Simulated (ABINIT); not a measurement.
# Cu (I4/mmm) in ABINIT: equation of state

Aim: energy against volume of Cu in PBEsol, for its equilibrium volume and stiffness.

All numbers are computed with ABINIT 10.8.3 (patched build); they aren't measurements. Logs are shortened: lines on timing, memory, paths and dates and some standing lists are left out, and cuts for length are marked. The log counts tension as positive stress, the text compression.

### 1 The structure

It takes space group I4/mmm (No. 139, tetragonal). The conventional cell has a = 2.886 Å, b = 2.886 Å, c = 2.752 Å, α = 90.00°, β = 90.00°, γ = 90.00°. Cu (site symmetry 4/mmm) has 10 Cu at 2.46 to 2.75 Å as nearest neighbours.

This isn't the form of Cu at room conditions, which is fcc.

### 2 Equation of state, PBEsol

The input, run.abi:

```
ndtset 7
getwfk -1
scalecart1 3*0.9795861087
scalecart2 3*0.9864848297
scalecart3 3*0.9932883884
scalecart4 3*1.0000000000
scalecart5 3*1.0066227096
scalecart6 3*1.0131594038
scalecart7 3*1.0196128224

pp_dirpath "./"
pseudos "Cu.upf"

acell 4.6507635309 4.6507635309 4.6507635309
rprim
    -0.5862444330     0.5862444330     0.5591376660
     0.5862444330    -0.5862444330     0.5591376660
     0.5862444330     0.5862444330    -0.5591376660
ntypat 1
znucl 29
natom 1
typat 1
xred
     0.0000000000     0.0000000000     0.0000000000

ecut 46.0

kptopt 1
ngkpt 13 13 13
nshiftk 1
shiftk 0.0 0.0 0.0

ixc -116133

nband 14
occopt 3
tsmear 0.05 eV

nstep 100
tolvrs 1.0e-10

iomode 3
prtwf 1
prtden 0
prteig 0
prtebands 0
enunit 2
```

Potentials or basis: PseudoDojo NC SR PBEsol v0.4.1 standard.

Launch:

```bash
$ abinit run.abi > log 2>&1
```

run.abo:

```text
.Version 10.8.3 of ABINIT
 DATASET    1 : space group I4/m m m (#139); Bravais tI (body-center tetrag.)
================================================================================
 Values of the parameters that define the memory need for DATASET  1.
     intxc =       0    ionmov =       0      iscf =       7    lmnmax =       6
     lnmax =       6     mgfft =      30  mpssoang =       3    mqgrid =    3001
     natom =       1  nloc_mem =       1    nspden =       1   nspinor =       1
    nsppol =       1      nsym =      16    n1xccc =    2501    ntypat =       1
    occopt =       3   xclevel =       2
       mpw =        1100          nfft =       27000          nkpt =         196
================================================================================
================================================================================
[... 61 lines left out ...]
 DATASET    7 : space group I4/m m m (#139); Bravais tI (body-center tetrag.)
================================================================================
 Values of the parameters that define the memory need for DATASET  7.
     intxc =       0    ionmov =       0      iscf =       7    lmnmax =       6
     lnmax =       6     mgfft =      30  mpssoang =       3    mqgrid =    3001
     natom =       1  nloc_mem =       1    nspden =       1   nspinor =       1
    nsppol =       1      nsym =      16    n1xccc =    2501    ntypat =       1
    occopt =       3   xclevel =       2
       mpw =        1235          nfft =       27000          nkpt =         196
================================================================================
================================================================================

--------------------------------------------------------------------------------
------------- Echo of variables that govern the present computation ------------
--------------------------------------------------------------------------------
 -outvars: echo values of preprocessed input variables --------
            acell      4.6507635309E+00  4.6507635309E+00  4.6507635309E+00 Bohr
              amu      6.35460000E+01
             ecut      4.60000000E+01 Hartree
           enunit           2
           getwfk          -1
                       outvar_i_n : Printing only first  50 k-points.
              ixc     -116133
           jdtset        1    2    3    4    5    6    7
                       outvar_i_n : Printing only first  50 k-points.
         kptrlatt       13    0    0      0   13    0      0    0   13
          kptrlen1     5.92257035E+01
          kptrlen2     5.96427997E+01
          kptrlen3     6.00541424E+01
          kptrlen4     6.04599259E+01
          kptrlen5     6.08603344E+01
          kptrlen6     6.12555425E+01
          kptrlen7     6.16457157E+01
[... 28 lines left out ...]
            rprim6    -5.9395906022E-01  5.9395906022E-01  5.6649558433E-01
                       5.9395906022E-01 -5.9395906022E-01  5.6649558433E-01
                       5.9395906022E-01  5.9395906022E-01 -5.6649558433E-01
            rprim7    -5.9774234095E-01  5.9774234095E-01  5.7010393374E-01
                       5.9774234095E-01 -5.9774234095E-01  5.7010393374E-01
                       5.9774234095E-01  5.9774234095E-01 -5.7010393374E-01
          spgroup         139
           tolvrs      1.00000000E-10
           tsmear      1.83746611E-03 Hartree
            typat      1
                       outvars : Printing only first  50 k-points.
            znucl       29.00000

================================================================================

 chkinp: Checking input parameters for consistency, jdtset=   1.

 chkinp: Checking input parameters for consistency, jdtset=   2.
[... 29 lines left out ...]
 getcut: wavevector=  0.0000  0.0000  0.0000  ngfft=  30  30  30
         ecut(hartree)=     46.000   => boxcut(ratio)=   2.15895

--- Pseudopotential description ------------------------------------------------
- pspini: atom type   1  psp file is ./Cu.upf
12 -116133 2 -1 1492                          pspcod,pspxc,lmax,lloc,mmax
     nproj     2     2     2

   4.11062967E+02                                ecore*ucvol(ha*bohr**3)
--------------------------------------------------------------------------------

================================================================================

--- !BeginCycle
iteration_state: {dtset: 1, }
solver: {iscf: 7, nstep: 100, nline: 4, wfoptalg: 0, }
tolerances: {tolvrs: 1.00E-10, }
...
[... 994 lines left out ...]
-Cartesian components of stress tensor (GPa)         [Pressure= -9.6894E+00 GPa]
- sigma(1 1)=  9.54840379E+00  sigma(3 2)=  0.00000000E+00
- sigma(2 2)=  9.54840379E+00  sigma(3 1)=  0.00000000E+00
- sigma(3 3)=  9.97149037E+00  sigma(2 1)=  0.00000000E+00

== END DATASET(S) ==============================================================
================================================================================

 -outvars: echo values of variables after computation  --------
            acell      4.6507635309E+00  4.6507635309E+00  4.6507635309E+00 Bohr
           etotal1    -1.8945651698E+02
           etotal2    -1.8945692384E+02
           etotal3    -1.8945711561E+02
           etotal4    -1.8945711722E+02
           etotal5    -1.8945695075E+02
           etotal6    -1.8945663539E+02
           etotal7    -1.8945618876E+02
            fcart1    -0.0000000000E+00 -0.0000000000E+00 -0.0000000000E+00
            fcart2    -0.0000000000E+00 -0.0000000000E+00 -0.0000000000E+00
            fcart3    -0.0000000000E+00 -0.0000000000E+00 -0.0000000000E+00
            fcart4    -0.0000000000E+00 -0.0000000000E+00 -0.0000000000E+00
            fcart5    -0.0000000000E+00 -0.0000000000E+00 -0.0000000000E+00
            fcart6    -0.0000000000E+00 -0.0000000000E+00 -0.0000000000E+00
            fcart7    -0.0000000000E+00 -0.0000000000E+00 -0.0000000000E+00
            rprim1    -5.7427690287E-01  5.7427690287E-01  5.4772349046E-01
                       5.7427690287E-01 -5.7427690287E-01  5.4772349046E-01
                       5.7427690287E-01  5.7427690287E-01 -5.4772349046E-01
[... 17 lines left out ...]
                       5.9774234095E-01  5.9774234095E-01 -5.7010393374E-01
           strten1    -3.2972707178E-04 -3.2972707178E-04 -3.5053426955E-04
                       0.0000000000E+00  0.0000000000E+00  0.0000000000E+00
           strten2    -1.8460100017E-04 -1.8460100017E-04 -1.9816746407E-04
                       0.0000000000E+00  0.0000000000E+00  0.0000000000E+00
           strten3    -5.6137845277E-05 -5.6137845277E-05 -6.3214691409E-05
                       0.0000000000E+00  0.0000000000E+00  0.0000000000E+00
           strten4     5.7507271005E-05  5.7507271005E-05  5.6369626667E-05
                       0.0000000000E+00  0.0000000000E+00  0.0000000000E+00
           strten5     1.5788114610E-04  1.5788114610E-04  1.6228045933E-04
                       0.0000000000E+00  0.0000000000E+00  0.0000000000E+00
           strten6     2.4645483332E-04  2.4645483332E-04  2.5603368610E-04
                       0.0000000000E+00  0.0000000000E+00  0.0000000000E+00
           strten7     3.2454364813E-04  3.2454364813E-04  3.3892406895E-04
                       0.0000000000E+00  0.0000000000E+00  0.0000000000E+00
 Calculation completed.
```

Run time: 7 min. Hardware: 1 thread of Arm Neoverse V2, shared host; peak memory 0.14 GiB.

What came out:

| Property | Result |
| --- | --- |
| Equilibrium volume | 11.34 Å³/atom |
| Bulk modulus at fixed shape and positions | 168 GPa |
| Pressure derivative of the bulk modulus | 5.1 |

Energy against volume, from the lowest point:
| volume (Å³/atom) | energy (meV/atom) |
| --- | --- |
| 10.771 | 16.33 |
| 11.000 | 5.26 |
| 11.229 | 0.04 |
| 11.458 | 0.00 |
| 11.687 | 4.53 |
| 11.916 | 13.11 |
| 12.146 | 25.26 |

Caveat: pressures at fixed basis lie under the slope of the energies; the cell was scaled at fixed shape and fractional positions, which overstates the stiffness of a crystal with free parameters, most of all of layers and chains.
